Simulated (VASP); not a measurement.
# TiN (Fm-3m) in VASP: relaxation of cell and atoms with PBEsol

Aim: the relaxation of cell and atoms of TiN with PBEsol.

Everything below comes from runs of VASP 6.6.1. Logs are shortened: lines on timing, memory, paths and dates and some standing lists are left out, and cuts for length are marked.

**1. The crystal as given**

The structure is cubic, space group Fm-3m (No. 225). The conventional cell has a = 4.238 Å, b = 4.238 Å, c = 4.238 Å, α = 90.00°, β = 90.00°, γ = 90.00°. Around Ti (site symmetry m-3m) lie 6 N at 2.12 Å. N (site symmetry m-3m) is surrounded by 6 Ti at 2.12 Å.

**2. Relaxation of cell and atoms, PBEsol**

File INCAR:

```
PREC = Accurate ; ENCUT = 520
EDIFF = 1E-7 ; ISMEAR = 0
SIGMA = 0.02 ; LREAL = F
LASPH = T ; NELM = 100
ALGO = Fast ; ISIF = 3
LWAVE = F ; LCHARG = F
GGA = PS ; IBRION = 2
NSW = 80 ; EDIFFG = -0.002
KPAR = 4
```

File KPOINTS:

```
Automatic mesh
0
Gamma
  12 12 12
```

File POSCAR:

```
TiN
1.0
    0.0000000000      2.1190000000      2.1190000000
    2.1190000000      0.0000000000      2.1190000000
    2.1190000000      2.1190000000      0.0000000000
Ti N
1 1
Direct
    0.0000000000      0.0000000000      0.0000000000
    0.5000000000      0.5000000000      0.5000000000
```

Potentials or basis: VASP PAW PBE potentials, release 64 (Ti_sv, N).

On the command line:

```console
cat potpaw_PBE.64/Ti_sv/POTCAR potpaw_PBE.64/N/POTCAR > POTCAR
mpirun -np 4 vasp_std > vasp.out
```

OUTCAR:

```text
PREC = Accurate
   ENCUT = 520
   EDIFF = 1E-7
   ISMEAR = 0
   LREAL = F
   LASPH = T
   NELM = 100
   ISIF = 3
   GGA = PS
   IBRION = 2
   NSW = 80
   EDIFFG = -0.002

 ion  position               nearest neighbor table
   1  0.000  0.000  0.000-   2 2.12   2 2.12   2 2.12   2 2.12   2 2.12   2 2.12
   2  0.500  0.500  0.500-   1 2.12   1 2.12   1 2.12   1 2.12   1 2.12   1 2.12

  LATTYP: Found a face centered cubic cell.
 ALAT       =     4.2380000000

  Lattice vectors:

 A1 = (   0.0000000000,   2.1190000000,   2.1190000000)
 A2 = (   2.1190000000,   0.0000000000,   2.1190000000)
 A3 = (   2.1190000000,   2.1190000000,   0.0000000000)

Analysis of symmetry for initial positions (statically):
=====================================================================
 Subroutine PRICEL returns:
 Original cell was already a primitive cell.

 Routine SETGRP: Setting up the symmetry group for a
 face centered cubic supercell.

 Subroutine GETGRP returns: Found 48 space group operations
 (whereof 48 operations were pure point group operations)
 out of a pool of 48 trial point group operations.

The static configuration has the point symmetry O_h .

Analysis of symmetry for dynamics (positions and initial velocities):
=====================================================================
 Subroutine PRICEL returns:
 Original cell was already a primitive cell.

 Routine SETGRP: Setting up the symmetry group for a
 face centered cubic supercell.

 Subroutine GETGRP returns: Found 48 space group operations
 (whereof 48 operations were pure point group operations)
 out of a pool of 48 trial point group operations.

The dynamic configuration has the point symmetry O_h .

 Subroutine INISYM returns: Found 48 space group operations
 (whereof 48 operations are pure point group operations),
 and found     1 'primitive' translations

----------------------------------------------------------------------------------------

                                     Primitive cell

  volume of cell :      19.0293

  direct lattice vectors                    reciprocal lattice vectors
     0.000000000  2.119000000  2.119000000    -0.235960359  0.235960359  0.235960359
     2.119000000  0.000000000  2.119000000     0.235960359 -0.235960359  0.235960359
[... 107 lines left out ...]
  Fermi-wavevector in a.u.,A,eV,Ry     =   1.576704  2.979539 33.824024  2.485996
  Thomas-Fermi vector in A             =   2.677497
   LORBIT       =      0    0 simple, 1 ext, 2 COOP (PROOUT), +10 PAW based schemes
   GGA     = PS    functional components
   LHFCALC =     F    Hartree Fock is set to
   AEXX    =    0.0000 exact exchange contribution
   IVDW    =     0    specifies the selected vdW correction
   LEPSILON=     F    determine dielectric tensor
   LRPA    =     F    only Hartree local field effects (RPA)
 conjugate gradient relaxation of ions
 non-spin polarized calculation
 RMM-DIIS sequential band-by-band and
 Gauss-broadening in eV      SIGMA  =   0.02
  energy-cutoff  :      520.00
  volume of cell :       19.03
 maximum number of plane-waves:       532
 NGX is ok and might be reduce to    24
   NGX = 11   NGY = 11   NGZ = 11

--------------------------------------- Ionic step        1  -------------------------------------------

 number of electron      17.0000002 magnetization

 Free energy of the ion-electron system (eV)
  ---------------------------------------------------
  ext. energy  EPLUGINS =         0.00000000
  ---------------------------------------------------
  free energy    TOTEN  =       -20.77187254 eV

  energy without entropy =      -20.77146447  energy(sigma->0) =      -20.77166850

------------------------ aborting loop EDIFF was not reached (unconverged)  ----------------------------

  FORCE on cell =-STRESS in cart. coord.  units (eV):
  Direction    XX          YY          ZZ          XY          YZ          ZX
  --------------------------------------------------------------------------------------
  -------------------------------------------------------------------------------------
  Total       -0.7651624     -0.7651624     -0.7651624      0.0000000     -0.0000000      0.0000000
  in kB      -64.4230583    -64.4230583    -64.4230583      0.0000000     -0.0000000      0.0000000
  external PRESSURE =     -64.4230583 kB  Pullay stress =       0.0000000 kB
[... 167 lines left out ...]
--------------------------------------- Ionic step        6  -------------------------------------------

 number of electron      16.9999999 magnetization

 Free energy of the ion-electron system (eV)
  ---------------------------------------------------
  ext. energy  EPLUGINS =         0.00000000
  ---------------------------------------------------
  free energy    TOTEN  =       -20.78187644 eV

  energy without entropy =      -20.78147039  energy(sigma->0) =      -20.78167341

 E-fermi :  11.5923     XC(G=0): -13.3633

 val. band max:       11.5876831558   @ k =   0.5000   0.2500   0.0833
 cond. band min:      11.5965286551   @ k =   0.1667   0.0000   0.0000
 fundamental gap:      0.0088454993
 Fermi energy:        11.5922575666

 k-point     1 :       0.0000    0.0000    0.0000
  band No.  band energies     occupation
      1     -45.9230      2.00000
      2     -21.9830      2.00000
      3     -21.9830      2.00000
      4     -21.9830      2.00000
      5      -5.5401      2.00000
      6       9.6048      2.00000
      7       9.6048      2.00000
      8       9.6048      2.00000
      9      10.9984      2.00000
     10      10.9984      2.00000
     11      10.9984      2.00000
     12      12.2458      0.00000
[... 331 lines left out ...]
 k-point    24 :      -0.4167    0.1667    0.0000
  band No.  band energies     occupation
      1     -45.8007      2.00000
      2     -22.6270      2.00000
      3     -22.1702      2.00000
      4     -22.0696      2.00000
      5      -3.1531      2.00000
      6       3.9938      2.00000
      7       6.0992      2.00000
      8       6.2494      2.00000
      9      12.9724      0.00000
     10      13.3142      0.00000
     11      13.8556      0.00000
     12      16.3239      0.00000

 [... further k-points ...]

------------------------ aborting loop because EDIFF is reached ----------------------------------------

  FORCE on cell =-STRESS in cart. coord.  units (eV):
  Direction    XX          YY          ZZ          XY          YZ          ZX
  --------------------------------------------------------------------------------------
  -------------------------------------------------------------------------------------
  Total       -0.0010942     -0.0010942     -0.0010942      0.0000000     -0.0000000     -0.0000000
  in kB       -0.0942364     -0.0942364     -0.0942364      0.0000000     -0.0000000     -0.0000000
  external PRESSURE =      -0.0942364 kB  Pullay stress =       0.0000000 kB
[... 17 lines left out ...]
  FREE ENERGIE OF THE ION-ELECTRON SYSTEM (eV)
  ---------------------------------------------------
  free  energy   TOTEN  =       -20.7818764389 eV

  energy  without entropy=      -20.7814703853  energy(sigma->0) =      -20.78167341

 reached required accuracy - stopping structural energy minimisation
```

CONTCAR:

```text
TiN
   1.00000000000000
     0.0000000000000000    2.1030860832147606    2.1030860832147606
     2.1030860832147606   -0.0000000000000000    2.1030860832147606
     2.1030860832147606    2.1030860832147606   -0.0000000000000000
  Ti              N
     1     1
Direct
     1.0000000000000000    0.0000000000000000    0.0000000000000000
     0.5000000000000000    0.5000000000000000    0.5000000000000000

  0.00000000E+00  0.00000000E+00  0.00000000E+00
  0.00000000E+00  0.00000000E+00  0.00000000E+00
```

It took 93 s on 4 MPI ranks of Intel Xeon Platinum 8488C (Sapphire Rapids), shared host; peak memory 0.14 GiB.

Results:

```
Free energy                            : -20.7819 eV
Relaxed volume                         : 9.30 Å³/atom
Relaxed cell                           : a = 2.974 Å, b = 2.974 Å, c = 2.974 Å, α = 60.00°, β = 60.00°, γ = 60.00°
Space group after relaxing (to 0.05 Å) : Fm-3m (No. 225)
Energy gained by relaxing              : 5.0 meV/atom
Ionic steps                            : 6
Pressure after relaxing                : 0.0 GPa
Band gap on the k mesh                 : none (metal or under the smearing width)
```

Step by step:
```tsv
step	energy change (eV)	largest force (eV/Å)	pressure (GPa)	volume (Å³)
1	0.0000	0.0000	-6.44	19.03
2	0.0111	0.0000	10.68	17.99
3	-0.0100	0.0000	-0.08	18.61
4	-0.0100	0.0000	0.04	18.60
5	-0.0100	0.0000	-0.05	18.61
6	-0.0100	0.0000	-0.01	18.60
```

Final structure:
```xyz
2
Lattice="0.0000 2.1031 2.1031 2.1031 0.0000 2.1031 2.1031 2.1031 0.0000" Properties=species:S:1:pos:R:3 pbc="T T T"
Ti    0.0000    2.1031    2.1031
N     2.1031    2.1031    2.1031
```

Caveat: the PAW data sets were made with another functional, which shifts forces and pressure a little.
